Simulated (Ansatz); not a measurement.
# Bi2Te3: the cost of one run

Code: Ansatz 0.2.0. PAW datasets, plane waves. The values are computed, spin-unpolarised, and not measurements.

## Step 1: The cell

The unstrained cell was relaxed with r2SCAN+rVV10; in each strained cell the atoms were relaxed again with r2SCAN+rVV10. Names of k-points are those of the unstrained zone, where strain can split equivalent points. First state: no strain.

The symmetry is R-3m (No. 166, trigonal); conventional cell a = 4.391 Å, c = 31.361 Å, 34.92 Å³ an atom. Bi has 6 Te at 3.06–3.25 Å; Te has 3 Bi at 3.06 Å; Te has 6 Bi at 3.25 Å.

Coordinates:

```cif
data_structure
_symmetry_space_group_name_H-M 'R-3m:H'
_symmetry_Int_Tables_number 166
_cell_length_a 4.3915
_cell_length_b 4.3915
_cell_length_c 31.3606
_cell_angle_alpha 90.000
_cell_angle_beta 90.000
_cell_angle_gamma 120.000
_cell_volume 523.76
loop_
_atom_site_label
_atom_site_type_symbol
_atom_site_symmetry_multiplicity
_atom_site_Wyckoff_symbol
_atom_site_fract_x
_atom_site_fract_y
_atom_site_fract_z
_atom_site_occupancy
Bi1 Bi 6 c 0.66667 0.33333 0.73169 1
Te1 Te 6 c 0.33333 0.66667 0.88026 1
Te2 Te 3 a 0.00000 0.00000 0.00000 1
```

## Step 2: No strain: PBE

input.yaml

```yaml
crystal:
  lattice:
    - [2.1957255919, 1.2677027616, 10.4535441813]
    - [-2.1957255919, 1.2677027616, 10.4535441813]
    - [0.0, -2.5354055231, 10.4535441813]
  atoms:
    - { symbol: Bi, position: [0.3983611987, 0.3983611987, 0.3983611987] }
    - { symbol: Bi, position: [0.6016388013, 0.6016388013, 0.6016388013] }
    - { symbol: Te, position: [0.2135932505, 0.2135932505, 0.2135932505] }
    - { symbol: Te, position: [0.7864067495, 0.7864067495, 0.7864067495] }
    - { symbol: Te, position: [0.0, 0.0, 0.0] }
kpoints:
  mp_grid: { grid: [8, 8, 8] }
  band_path:
    path:
      - [0.0, 0.0, 0.0]
      - [0.5, 0.5, 0.5]
      - [0.8235290355, 0.1764709645, 0.5]
      - [0.5, -0.1764709645, 0.1764709645]
      - [0.5, 0.0, 0.0]
      - [0.3382354822, -0.3382354822, 0.0]
      - [0.6617645178, 0.0, 0.3382354822]
      - [0.5, 0.0, 0.5]
    npoints: 1
hamiltonian:
  xc: pbe
scf:
  occupations: { method: fermi_dirac, width: 0.02 }
  n_extra_bands: 5
output:
  forces: true
  stress: true
  eigenvalues: true
  write_density: true
  write_potential: true
  elf: true
  volumetric_format: npy
```

Started as:

```
$ ansatz run input.yaml --threads 4 --pin off --max-ram 4608MiB --backend cpu --events-out ev --progress --plain --runs-dir out
```

What time and memory should one allow on 4 threads of Arm Neoverse V2, shared host?

About 10 s, with a peak of 0.72 GiB.
